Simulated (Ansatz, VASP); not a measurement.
# P: VASP beside Ansatz

One calculation is typed for both programs; each brings its own data sets. How far apart do they land? The cell is taken from a series of runs on this material, whose earlier steps may have relaxed, scaled, displaced or heated it; both programs get it as it stands.

Main program and level: Ansatz 0.2.0; plane waves, with VASP 6.6.1 beside it; G0W0 gap at PBE.

### Step 1. Set-up

The cell holds 2 atoms: 2 P. Cell: a = 3.379 Å, b = 3.379 Å, c = 25.700 Å, α = 90.0°, β = 90.0°, γ = 120.0°. Vacuum lies along c.

### Step 2. Ansatz: G0W0 gap, PBE

Ansatz runs on its PAW soft_1 files.

Quasiparticle shifts depend on high empty states and on the cores, so they are the hardest test of two PAW sets.

Input file input.yaml:

```yaml
crystal:
  lattice:
    - [3.3791923406, 0.0, 0.0]
    - [-1.6895961703, 2.9264664112, 0.0]
    - [0.0, 0.0, 25.7]
  atoms:
    - { symbol: P, position: [0.3333333333, 0.6666666667, 0.4762863133] }
    - { symbol: P, position: [0.6666666667, 0.3333333333, 0.5237136867] }
  periodic: [true, true, false]
kpoints:
  mp_grid: { grid: [6, 6, 1] }
hamiltonian:
  xc: pbe
  pseudopotentials: { kind: paw, azcp: { folder: soft_1 } }
scf:
  occupations: { method: fixed }
gw:
  n_empty_bands: 252
  ecut_chi: 60.0
  qp_bands: [v2, c2]
  qp_kpoints: band_edges
  screening: { model: contour_deformation }
```

On the command line:

```
> ansatz run input.yaml --threads 4 --pin off --max-ram 17510MiB --backend cpu --events-out ev --progress --plain --runs-dir out
```

Numbers of over 12 decimals in the logs are rounded to 6 here.

What it wrote:

```text
Engine: ansatz 0.2.0, x86_64-unknown-linux-gnu
Pseudopotentials: kind: paw
Pseudopotential: P, paw, valence charge 5, recommended cutoff 420 eV (normal), soft_1/P.paw.azcp
Functional definition: PBE
  parameter kappa = 0.804
  parameter beta = 0.066725
  exchange = pbe_x(kappa = kappa, mu = beta*pi^2/3)
  correlation = pbe_c(beta = beta)
Crystal: 2 atoms, lattice volume = 254.150 Å³
Basis set: ecut = 420 eV, 5017 PW (Γ)
Bands: 9, of which v1, the nominal top of the filled ones, is band 5 counted from 1 (4 counted from 0)
Symmetry: 12 space group operations
Space group: P-3m1 (ITA 164), of the structure as read, at distance tolerance 6.3e-5 Å
k-points: 7 of 36
Non-local potential: P, projectors of the file, l = 0: 2, l = 1: 2, l = 2: 1
PAW form: soft (Blöchl's): semilocal exchange-correlation on the pseudo side does not see the compensation charge
PAW one-centre angular grid: P, 110 points (default); XC on 64 Gauss nodes
Initial density: superposition of atomic densities (neutral atoms: chi_scale 0, normalization atom)
Initial wavefunctions: pseudopotential atomic-orbital guess
Functional: x = pbe(κ = 0.804, μ = 0.219515), c = pbe(β = 0.066725)
SCF iter   1: F=—  HF=-1511.349658 eV  |F-HF|=—  |Δ(HF+E_count)|=         —  Δρ=1.49e-2  dr2=4.10e-1  ethr=3.10e-3  ⟨swp⟩=8.3  Hψ=609  notcnv=0  defer=11
preconditioner: auto → none  [insulator: Δε(μ)=1.852 eV  Ē_g=9.886 eV  n_scr=12 (ndim 8)  ℏωp=7.4 eV  f_vac=0.760  ε∞_Penn≈1.6]
SCF iter   2: F=—  HF=-1511.272440 eV  |F-HF|=—  |Δ(HF+E_count)|=   7.72e-2  Δρ=7.02e-3  dr2=8.22e-2  ethr=3.10e-3  ⟨swp⟩=1.1  Hψ=122  notcnv=0  defer=10
SCF iter   3: F=—  HF=-1511.262174 eV  |F-HF|=—  |Δ(HF+E_count)|=   1.03e-2  Δρ=8.06e-4  dr2=1.63e-3  ethr=8.22e-4  ⟨swp⟩=3.0  Hψ=122  notcnv=0  defer=12
SCF iter   4: F=—  HF=-1511.261604 eV  |F-HF|=—  |Δ(HF+E_count)|=   5.71e-4  Δρ=3.64e-4  dr2=4.44e-4  ethr=1.63e-5  ⟨swp⟩=3.3  Hψ=161  notcnv=0  defer=12
SCF iter   5: F=—  HF=-1511.261439 eV  |F-HF|=—  |Δ(HF+E_count)|=   1.64e-4  Δρ=1.28e-4  dr2=4.71e-5  ethr=4.44e-6  ⟨swp⟩=2.7  Hψ=119  notcnv=0  defer=12
SCF iter   6: F=—  HF=-1511.261420 eV  |F-HF|=—  |Δ(HF+E_count)|=   1.91e-5  Δρ=6.84e-6  dr2=1.50e-7  ethr=4.71e-7  ⟨swp⟩=2.9  Hψ=114  notcnv=0  defer=12
SCF iter   7: F=-1511.261420 eV  HF=-1511.261420 eV  |F-HF|=3.55e-9  |Δ(HF+E_count)|=   3.47e-8  Δρ=1.72e-6  dr2=9.01e-9  ethr=1.00e-9  ⟨swp⟩=15.3  Hψ=656  notcnv=0
SCF 1 converged in 7 iterations: F = -1511.261420 eV  dr2 = 9.01e-9
  greatest PAW one-centre occupation: 0.816 electrons in one spin orbital (limit 2), on the P atom at site 1 (counted from 0), in its partial waves of l = 0
NSCF: frozen V_eff on 7 k-points
G₀W₀ screening: q 1/7
[... further progress lines ...]
SCF converged after 7 iterations
Free energy (F): -1511.261420 eV
Harris-Foulkes:  -1511.261420 eV  (|F-HF|=3.55e-9)
Internal energy: -1511.261420 eV  (E = F + TS)
E sigma→0 (E₀):  -1511.261420 eV
Fermi energy:    -6.094690 eV
--- Per-component energies (eV) ---
  E_band       = -112.892555
  E_kinetic    = 133.344717
  E_local      = -5104.948451  (includes V_loc(G=0)·N_el)
  E_nonlocal   = 65.120847
  E_hartree    = 2464.102292
  E_xc         = -143.716784
  E_vxc        = -119.222950  (∫ρ·V_xc dr)
  E_paw        = -1116.265301  (= ΣΔE_a)
  E_vpaw       = -15.388045  (= ΣTr[D̂ρ^β])
  E_aug_tail   = -0.000001  (compensation charges beyond the density's cutoff)
  E_ewald      = 2191.101261
  E_smearing   = -0.000000  (= −TS)
  E_closure    = -0.000000  (closes the sum)
  Σ components = -1511.261420   (vs F -1511.261420, Δ=0.00e0)
--- Band table (eV; the first three rows and the last of 7) ---
  k-point 0: bands = ["-19.8895", "-12.2967", "-6.6499", "-6.6499", "-6.3036", "-3.2667", "-2.6227", "-2.6227", "-0.7290"]
  k-point 1: bands = ["-19.4775", "-12.1589", "-8.8816", "-7.3435", "-6.1346", "-3.5782", "-1.7338", "-1.1535", "-0.2512"]
  k-point 2: bands = ["-18.2947", "-13.2808", "-9.9483", "-8.2485", "-6.4081", "-4.3581", "-2.0259", "-1.0654", "1.0616"]
  k-point 6: bands = ["-15.7763", "-15.7763", "-11.2852", "-7.8270", "-7.8270", "-3.7952", "-0.7145", "-0.7145", "1.8865"]
--- G₀W₀: contour deformation, 6 samples at zero and on the imaginary axis and 2 off it, 36 q-points, 252 empty bands' worth ---
  eigenvalues of the whole cell's RPA ε∞ on this k-mesh (on a slab, of 1 + 4πα/V) = 1.1355, 3.0266, 3.0266; static W/v taken at q = 0 is 0.543158
  gw.qp_kpoints: band_edges: 7 of 7 stored k-points solved, in 1 pass; an edge of the gap read off the rows below is read off those points alone
  `?` marks the rows in doubt; gw_qp.tsv's column doubts and the gw_qp event give each row's grounds
    ik  band        ε_KS         Σx   Σc(E_QP)       V_xc       Z   E_QP_lin       E_QP  E_QP is
     0     4     -6.6499   -16.4893     1.3169   -14.8235  0.7392    -7.0013    -6.9988  root
     0     5     -6.3036   -13.8179     1.6883   -11.4507  0.7180    -7.0000    -6.9825  root
     0     6     -3.2667    -9.6684    -4.0002   -14.5643  0.7418    -2.3493    -2.3711  root
     0     7     -2.6227    -8.6480    -4.1066   -13.6341  0.7206    -1.7368    -1.7432  root
     1     4     -7.3435   -16.3697     1.5202   -14.4649  0.7313    -7.7320    -7.7280  root
     1     5     -6.1346   -14.1995     1.5909   -11.9686  0.7216    -6.7876    -6.7746  root
     1     6     -3.5782    -8.5148    -3.7364   -13.0354  0.7373    -2.7719    -2.7940  root
     1     7     -1.7338    -8.8471    -4.4284   -14.1558  0.7584    -0.7534    -0.8536  root ?
     2     4     -8.2485   -16.5365     1.9162   -14.1880  0.7170    -8.6858    -8.6808  root
     2     5     -6.4081   -15.3922     1.5899   -13.2661  0.7167    -6.9532    -6.9442  root
     2     6     -4.3581    -7.8881    -3.3750   -11.9326  0.7488    -3.6784    -3.6886  root
     2     7     -2.0259    -6.1218    -3.9019   -10.6424  0.7342    -1.3850    -1.4072  root
     3     4     -8.5918   -16.6346     2.0756   -14.1120  0.7133    -9.0465    -9.0388  root
     3     5     -7.3835   -15.1897     1.9113   -12.7256  0.6921    -7.9419    -7.9363  root
     3     6     -4.3390    -7.7207    -3.5751   -11.9919  0.7491    -3.6314    -3.6430  root
     3     7     -2.4821    -6.9025    -3.5268   -11.0496  0.7555    -1.8317    -1.8618  root
     4     4     -8.9546   -16.0083     2.0078   -13.5360  0.6946    -9.3932    -9.4190  root
     4     5     -6.0947   -15.1230     1.5729   -12.9800  0.7212    -6.6740    -6.6647  root
     4     6     -2.8530    -7.9345    -3.6289   -12.2796  0.7122    -2.1564    -2.1368  root
     4     7     -2.1968    -8.4025    -4.1898   -13.4135  0.7062    -1.3580    -1.3756  root
     5     4     -8.9654   -16.0456     2.7131   -12.8084  0.6562    -9.4985    -9.4894  root
     5     5     -6.9481   -15.6535     1.8272   -13.2956  0.7070    -7.4919    -7.4788  root
     5     6     -3.0233    -7.3944    -3.5647   -11.6405  0.7314    -2.3365    -2.3420  root
     5     7     -2.2364    -7.7202    -4.0789   -12.5442  0.7104    -1.4837    -1.4912  root
     6     4     -7.8270   -16.0412     2.2648   -13.2412  0.7299    -8.3917    -8.3622  root
     6     5     -7.8270   -16.0412     2.2648   -13.2412  0.7299    -8.3917    -8.3622  root
     6     6     -3.7952    -7.0048    -3.3846   -11.0377  0.7440    -3.1368    -3.1469  root
     6     7     -0.7145    -7.0286    -4.3618   -12.1133  0.7033     0.0064     0.0085  root
```

The column dr2 measures how far the density is from self-consistency, as an energy; F and HF (Harris–Foulkes) agree once it is small.

### Step 3. VASP: G0W0 gap, PBE

The same cell, functional and mesh now go to VASP, with its own data sets.

Lines of VASP's logs that name or quote its potential files are left out, and so is its time.

The run reads the wave functions of an earlier VASP run, which isn't shown here.

Input file INCAR:

```
SYSTEM = P
PREC = Accurate
ENCUT = 300
ISMEAR = 0
SIGMA = 0.01
LREAL = .FALSE.
GGA = PE
NBANDS = 257
ALGO = EVGW0
NELMGW = 1
ENCUTGW = 60
NOMEGA = 64
PRECFOCK = Fast
NBANDSGW = 13
LWAVE = .FALSE.
LCHARG = .FALSE.
```

Input file POSCAR:

```
P
1.0
    3.3791923406      0.0000000000      0.0000000000
   -1.6895961703      2.9264664112      0.0000000000
    0.0000000000      0.0000000000     25.7000000000
P
2
Direct
    0.3333333333      0.6666666667      0.4762863133
    0.6666666667      0.3333333333      0.5237136867
```

Input file KPOINTS:

```
Automatic mesh
0
Gamma
6 6 1
0 0 0
```

Potentials, in the order of the species: P_GW (PBE family, release 64).

On the command line:

```
> export OMP_NUM_THREADS=3
> mpirun -np 1 vasp_std
```

What it wrote:

```text
[banner, memory and clock lines left out]
running    1 mpi-ranks, on    1 nodes
 distrk:  each k-point on    1 cores,    1 groups
 distr:  one band on    1 cores,    1 groups
 Offloading initialized ...    1 GPUs detected
 POSCAR found type information on POSCAR P
 POSCAR found :  1 types and       2 ions
|                                                                             |
|           W    W    AA    RRRRR   N    N  II  N    N   GGGG   !!!           |
|           W    W   A  A   R    R  NN   N  II  NN   N  G    G  !!!           |
|           W    W  A    A  R    R  N N  N  II  N N  N  G       !!!           |
|           W WW W  AAAAAA  RRRRR   N  N N  II  N  N N  G  GGG   !            |
|           WW  WW  A    A  R   R   N   NN  II  N   NN  G    G                |
|           W    W  A    A  R    R  N    N  II  N    N   GGGG   !!!           |
|                                                                             |
|     The default for ENCUTGWSOFT is different in this version of VASP.       |
|     please manually set ENCUTGWSOFT =60 in the INCAR file.                  |
|                                                                             |

 LDA part: xc-table for (Slater+PW92), standard interpolation
 found WAVECAR, reading the header
 POSCAR, INCAR and KPOINTS ok, starting setup
 FFT: planning ... GRIDC
 FFT: planning ... GRID_SOFT
 FFT: planning ... GRID
 reading WAVECAR
 the WAVECAR file was read successfully
 initial charge from wavefunction
 available memory per node:   1660.66 GB, setting MAXMEM to   1700518

 The Fermi energy was updated, please check that it is located mid-gap
 values below the HOMO (VB) or above the LUMO (CB) will cause erroneous energies
 E-fermi :  -3.5665

 calculate exact exchange contribution
 the WAVEDER file was read successfully
energies w=
    0.000    0.000    0.357    0.000    0.713    0.000    1.067    0.000
    1.419    0.000    1.768    0.000    2.114    0.000    2.455    0.000
    2.793    0.000    3.126    0.000    3.454    0.000    3.779    0.000
    4.098    0.000    4.414    0.000    4.725    0.000    5.033    0.000
    5.337    0.000    5.639    0.000    5.938    0.000    6.236    0.000
    6.532    0.000    6.828    0.000    7.124    0.000    7.420    0.000
    7.718    0.000    8.018    0.000    8.320    0.000    8.627    0.000
    8.938    0.000    9.255    0.000    9.578    0.000    9.909    0.000
   10.249    0.000   10.600    0.000   10.962    0.000   11.338    0.000
   11.730    0.000   12.139    0.000   12.568    0.000   13.021    0.000
   13.499    0.000   14.008    0.000   14.550    0.000   15.132    0.000
   15.759    0.000   16.439    0.000   17.179    0.000   17.992    0.000
   18.888    0.000   19.885    0.000   21.002    0.000   22.263    0.000
   23.702    0.000   25.361    0.000   27.294    0.000   29.580    0.000
   32.325    0.000   35.682    0.000   39.880    0.000   45.280    0.000
   52.474    0.000   62.522    0.000   77.517    0.000  102.250    0.000
 responsefunction array rank=     282
 LDA part: xc-table for (Slater+PW92), standard interpolation

 min. memory requirement per mpi rank    729.8 MB, per node    729.8 MB

 allocating  64 responsefunctions rank=   282
 shmem allocating  64 responsefunctions rank=   282
 response function shared by NCSHMEM nodes    1
 Doing            64  frequencies on each core in blocks of            64
NQ=   1    0.0000    0.0000    0.0000,
|.........|.........|.........|.........|.........|.........|.........|.........
 performed        137000 updates of chi_q(r,r)
 total number of BLAS operations         74.93 Gflops
NQ=   2    0.1667    0.0000    0.0000,
|.........|.........|.........|.........|.........|.........|.........|.........
 performed        428000 updates of chi_q(r,r)
 total number of BLAS operations        232.40 Gflops
NQ=   3    0.3333    0.0000    0.0000,
|.........|.........|.........|.........|.........|.........|.........|.........
 performed        719000 updates of chi_q(r,r)
 total number of BLAS operations        399.71 Gflops
NQ=   4    0.5000    0.0000    0.0000,
|.........|.........|.........|.........|.........|.........|.........|.........
 performed        923000 updates of chi_q(r,r)
 total number of BLAS operations        526.03 Gflops
NQ=   5    0.1667    0.1667    0.0000,
|.........|.........|.........|.........|.........|.........|.........|.........
 performed       1214000 updates of chi_q(r,r)
 total number of BLAS operations        693.34 Gflops
NQ=   6    0.3333    0.1667    0.0000,
|.........|.........|.........|.........|.........|.........|.........|.........
 performed       1545000 updates of chi_q(r,r)
 total number of BLAS operations        889.41 Gflops
NQ=   7    0.3333    0.3333    0.0000,
|.........|.........|.........|.........|.........|.........|.........|.........
 performed       1715000 updates of chi_q(r,r)
 total number of BLAS operations        998.14 Gflops
 resolving degeneracies of screened two electron integrals

 calculate QP shifts <psi_nk| G(iteration)W_0 |psi_nk>: iteration 1
 entering main loop
```

(Part 1 of 2 ends here.)

[Lines on the potential files, build, host, timing and source positions are cut from VASP's logs without a mark.]

[Logs are printed without paths, hosts, clocks, repeated set-up lines and the standing remarks that a program may print on its own settings, such as how far it seeks lower states.]

[Hosts, paths, dates, database ids (printed as entryN), source tags and the programs' standing remarks are cut or masked in the printed files.]
